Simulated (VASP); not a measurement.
Crystal: GaP.

```
CELL_PARAMETERS angstrom
0.00000 2.72525 2.72525
2.72525 0.00000 2.72525
2.72525 2.72525 0.00000
ATOMIC_POSITIONS crystal
Ga 0.00000 0.00000 0.00000
P 0.75000 0.75000 0.75000
```

```yaml
Program: VASP 6.6.1
Task: relaxation of cell and atoms
Functional: PBE
Potentials_or_basis: VASP PAW PBE potentials, release 64 (Ga_d, P)
Cutoff: 600 eV
k_mesh: 8 × 8 × 8
Occupations: fermi-dirac, width 0.05 eV
Spin: no spin polarisation
```

At the start: pressure 2.5 GPa; volume 20.24 Å³/atom.

Q: Where does the relaxation end?

A: Over 3 steps the energy falls by 4.6 meV/atom and the volume is 20.86 Å³/atom (+3.0 %); space group F-43m (No. 216, to 0.05 Å).

Step by step:
| step | energy change (eV) | largest force (eV/Å) | pressure (GPa) | volume (Å³) |
| --- | --- | --- | --- | --- |
| 1 | 0.0000 | 0.0000 | 2.46 | 40.48 |
| 2 | -0.0071 | 0.0000 | -1.06 | 42.33 |
| 3 | -0.0092 | 0.0000 | 0.00 | 41.71 |

Final structure:
```yaml
crystal:
  lattice:
    - [0.00000, 2.75266, 2.75266]
    - [2.75266, 0.00000, 2.75266]
    - [2.75266, 2.75266, 0.00000]
  atoms:
    - { symbol: Ga, position: [0.00000, 0.00000, 0.00000] }
    - { symbol: P, position: [0.75000, 0.75000, 0.75000] }
```
